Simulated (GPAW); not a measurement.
Crystal: V.

```
V
1.0
     2.62293    0.00000    0.00000
    -0.87431    2.47292    0.00000
    -0.87431   -1.23646    2.14161
V
1
Direct
  0.00000 0.00000 0.00000
```

Program: GPAW 26.7.0. Alike in all runs: cell as given; cutoff (eV) 600; smearing fermi-dirac 0.05 eV.

**Question.** Order these runs on this cell by their pressure, lowest first.
A. level PBE+U; potentials or basis GPAW PAW data sets (gpaw-data 1.2.1), pw; spin collinear, random start; U V d U = 4.5 eV; k mesh 12 × 12 × 12; band path GHNGPH,PN; band points 80; U projector left unscaled yes
B. level LDA; potentials or basis PAW data sets generated in the run's folder for this functional, pw; spin collinear, ferromagnetic start; k mesh 10 × 10 × 10; band path GHNGPH,PN; band points 80
C. level BLYP; potentials or basis PAW data sets generated in the run's folder for this functional, pw; spin collinear, ferromagnetic start; k mesh 10 × 10 × 10; band path GHNGPH,PN; band points 60; eigensolver davidson
D. level PBE; potentials or basis GPAW PAW data sets (gpaw-data 1.2.1), pw; spin collinear, ferromagnetic start; k mesh 12 × 12 × 12
E. level r4SCAN; potentials or basis GPAW PAW data sets (gpaw-data 1.2.1), pw; spin collinear, ferromagnetic start; k mesh 10 × 10 × 10; band path GHNGPH,PN; band points 60

**Answer.** B (-16.4 GPa), E (-6.9 GPa), D (-4.3 GPa), C (0.4 GPa), A (13.2 GPa).

Caveats: so large a pressure means that the cell lies far from this level's equilibrium, or that cutoff or potentials fall short (some runs); the U is typed as a test and isn't derived for this compound (some runs); the PAW data sets were made with another functional, which shifts forces and pressure a little (some runs).

Not every run made on this cell is shown here.
